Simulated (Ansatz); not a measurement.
Ca: an elastic constant from a strain scan

These are results of Ansatz, DFT PBE, scalar-relativistic, plane waves, PAW, not measurements. Settings: plane waves to 420 eV, k-mesh 16×16×16 (Γ-centred), Gaussian smearing 0.15 eV. No spin polarisation. Energies are free energies at this smearing, counted from the undisturbed cell; pressure is positive in compression.

Reference structure (as given, not relaxed at this level; it stands at -0.2 GPa; this bcc form isn't the usual structure):

```yaml
crystal:
  lattice:
    - [-2.20520, 2.20520, 2.19611]
    - [2.20520, -2.20520, 2.19611]
    - [2.20520, 2.20520, -2.19611]
  atoms:
    - { symbol: Ca, position: [0.50000, 0.50000, 0.00000] }
```

The cell is strained by ε times the Voigt pattern (0, 0, 0, 0, 1, 0) (xx, yy, zz, yz, xz, xy; engineering shear) with fractional coordinates fixed. The cell holds 1 atom in V0 = 42.72 Å³. The stress column is τ = (1/V0) dE/dε, got from the stress tensor σ (compression positive) at each point as −det(1 + εP) σ : P(1 + εP)⁻¹, with P the pattern as a tensor.

| ε | ΔE (meV/atom) | τ (GPa) |
| --- | --- | --- |
| -0.0350 | 2.174 | -0.476 |
| -0.0300 | 1.588 | -0.404 |
| -0.0250 | 1.097 | -0.333 |
| -0.0200 | 0.699 | -0.264 |
| -0.0100 | 0.173 | -0.130 |
| 0.0000 | 0.000 | 0.000 |
| 0.0100 | 0.173 | 0.130 |
| 0.0200 | 0.699 | 0.264 |
| 0.0250 | 1.097 | 0.333 |
| 0.0300 | 1.588 | 0.404 |
| 0.0350 | 2.174 | 0.476 |
| 0.0400 | ? | ? |

**Question.** Which combination of elastic constants does this scan measure, and how large is it?

**Answer.** For small ε, τ = τ0 + Kε with K = pᵀCp, which for this pattern is C55 in the Cartesian frame shown. The parabola through τ at ε = -0.0100, 0 and 0.0100 has slope K = 13.0 GPa at zero. The energies per cell, E = NΔE, of the same two points give K = 2[E(ε₊)/ε₊ − E(ε₋)/ε₋]/[(ε₊ − ε₋)V0] = 13.0 GPa, in agreement.

**Question.** Predict the withheld row at ε = 0.0400 from the harmonic law, and compare.

**Answer.** ΔE = V0(τ0 ε + Kε²/2)/N = 2.783 meV/atom and τ = 0.52 GPa. The calculation gives 2.858 meV/atom and 0.55 GPa, a miss of 2.7 % of the harmonic energy, so the harmonic law still holds here.

In a metal these slopes depend on the k mesh and the smearing.